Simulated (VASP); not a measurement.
The system is HfO2.

```
CELL_PARAMETERS angstrom
0.00000 2.55750 2.55750
2.55750 0.00000 2.55750
2.55750 2.55750 0.00000
ATOMIC_POSITIONS crystal
Hf 0.00000 0.00000 0.00000
O 0.75000 0.75000 0.75000
O 0.25000 0.25000 0.25000
```

Measurements of this composition are mostly on another form, of space group No. 14.

```yaml
Program: VASP 6.6.1
Task: relaxation of cell and atoms
Functional: r2SCAN
Potentials_or_basis: VASP PAW PBE potentials, release 64 (Hf_pv, O)
Cutoff: 600 eV
k_mesh: 8 × 8 × 8
Occupations: gaussian, width 0.02 eV
Spin: no spin polarisation
```

At the start: pressure -12.4 GPa; volume 11.15 Å³/atom.

How do energy, volume and symmetry change on relaxing?

Over 4 steps the energy falls by 21.4 meV/atom and the volume is 10.62 Å³/atom (-4.8 %); space group Fm-3m (No. 225, to 0.05 Å).

The path:
```
step  energy change (eV)  largest force (eV/Å)  pressure (GPa)  volume (Å³)
   1              0.0000                0.0000          -12.41        33.46
   2              0.1157                0.0000           25.87        29.45
   3             -0.0642                0.0000           -0.34        31.88
   4             -0.0643                0.0000           -0.02        31.85
```

Final structure:
```
Hf O
1.0
     0.00000    2.51580    2.51580
     2.51580    0.00000    2.51580
     2.51580    2.51580    0.00000
Hf O
1 2
Direct
  0.00000 0.00000 0.00000
  0.75000 0.75000 0.75000
  0.25000 0.25000 0.25000
```

Caveat: the PAW data sets were made with another functional, which shifts forces and pressure a little.
